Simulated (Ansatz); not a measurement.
**H interstitial in ZrSiO4**

Computed with the plane-wave PAW code Ansatz (scalar-relativistic, PAW set soft_2): PBE, collinear spin where a state has unpaired electrons to hold, 420 eV cutoff, k-mesh 2×2×2.

The relaxed host crystal (Kohn–Sham gap 4.59 eV over the whole zone):

```
Zr Si O
1.0
    -3.33876    3.33876    3.01174
     3.33876   -3.33876    3.01174
     3.33876    3.33876   -3.01174
Zr Si O
2 2 8
Cartesian
  0.0000 0.0000 0.0000
  0.0000 3.3388 1.5059
  0.0000 0.0000 3.0117
  3.3388 0.0000 1.5059
  3.3388 2.1117 -1.0862
  4.5658 0.0000 0.4196
  2.1117 0.0000 0.4196
  0.0000 1.2271 1.9255
  2.1117 3.3388 1.0862
  3.3388 1.2271 2.5921
  3.3388 -1.2271 2.5921
  1.2271 0.0000 4.0980
```

Supercell of 36 atoms, rows of the matrix [[1,0,1],[0,-1,-1],[1,2,0]] times the cell vectors; H interstitial at (0.333, 0.125, 0.708) in fractions of the cell above. Atoms are relaxed at the host's cell, from a start shaken by 0.05 Å near the defect; charged cells sit in a uniform background.

Problem. How does the lattice relax around the defect, and where do the electrons go?

Solution. Nearest atoms to the added H: charge +1: O 1.01 Å, O 1.80 Å, Si 2.18 Å, O 2.40 Å, O 2.40 Å, O 2.43 Å, O 2.49 Å, Si 2.50 Å; charge 0: Si 1.90 Å, Si 1.90 Å, O 1.95 Å, O 1.96 Å, O 2.04 Å, O 2.04 Å, O 2.47 Å, O 2.47 Å.

The largest move of an atom from its ideal place is 1.1 Å at charge +1, 0.3 Å at charge 0, so the cell at charge +1 rearranged and didn't merely relax.

```tsv
charge	moment of the cell (μB)	moment on H (μB)	gap of the cell on the mesh (eV)	carriers
+1	0.00	0.00	4.51	none in the bands
0	1.00	0.45	1.37	none in the bands
```

On this mesh the host's own supercell has a gap of 4.62 eV.

The cells of these charges didn't relax alike (a rearrangement in some, or a distortion of the host), so no level or lowest charge is given.

Formation energy of the neutral defect: 3.18 eV, taking atoms from and to the elements' standard states (no corrections for gases), so it belongs to those chemical potentials alone.

Caveats: semilocal functionals make gaps too small, which shifts levels too; small supercell, so energies and levels can be off by tenths of an eV; one random start near the defect, so other minima are possible.
